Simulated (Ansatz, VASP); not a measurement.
I in VASP and in Ansatz

```xyz
1
Lattice="2.5438 -3.6765 0.1015 2.5438 3.6765 0.1015 -1.5291 0.0000 2.2225" Properties=species:S:1:pos:R:3 pbc="T T T"
I     1.7792    0.0000    1.2128
```

Alike in both runs: task single point; functional PBEsol; k mesh 12 × 12 × 18; occupations gaussian, width 0.1 eV; no spin polarisation.

|  | VASP | Ansatz |
| --- | --- | --- |
| version | VASP 6.6.1 | Ansatz 0.2.0 |
| potentials or method | VASP PAW PBE potentials, release 64 (I) | scalar-relativistic, plane waves, PAW |
| plane-wave cutoff (eV) | 520 | 420 |
| valence electrons in the cell | 7 | 17 |

Ansatz gave:

```
gap on the k mesh at the Fermi level (eV)       : none
pressure (GPa)                                  : 6.2
largest component of the traceless stress (GPa) : 10.09
```

Task: Estimate VASP's values.

Result: gap on the k mesh at the Fermi level (eV): none; pressure (GPa): 6.2; largest component of the traceless stress (GPa): 10.08.

A gap of «none» marks a metal or a gap that the smearing closes. The two sets of potentials don't hold the same shells in valence.

Caveats: the PAW data sets were made with another functional, which shifts forces and pressure a little (VASP); an odd number of electrons without spin polarisation forces a metal; a magnetic or distorted state may lie lower. Spin-orbit coupling is left out, which matters for the levels of I.
